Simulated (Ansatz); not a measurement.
## Ti in Ansatz: the effect of functional

The system is Ti.

```xyz
2
Lattice="3.0079 0.0000 0.0000 -1.5039 2.6049 0.0000 0.0000 0.0000 4.7718" Properties=species:S:1:pos:R:3 pbc="T T T"
Ti    1.5039    0.8683    3.5788
Ti    0.0000    1.7366    1.1929
```

The cell isn't the ideal one: volume scaled by 1.06.

Alike in all runs:

```yaml
Program: Ansatz 0.2.0
Task: single point
Potentials_or_basis: Ansatz PAW
k_mesh: 10 × 10 × 6
Occupations: fermi-dirac, width 0.05 eV
Spin: no spin polarisation
```

```tsv
functional	cutoff	pressure (GPa)
LDA	420 eV (not typed: the program's choice for these potentials)	-14.4
r2SCAN	500 eV (not typed: the program's choice for these potentials)	-7.9
PBE	420 eV (not typed: the program's choice for these potentials)	?
```

Task: What does the run with functional PBE give?

Result: Pressure -7.0 GPa.

Caveats: the PAW data sets come from PBE, with cores solved anew for the run's functional, which leaves a small shift of forces and pressure (some runs).
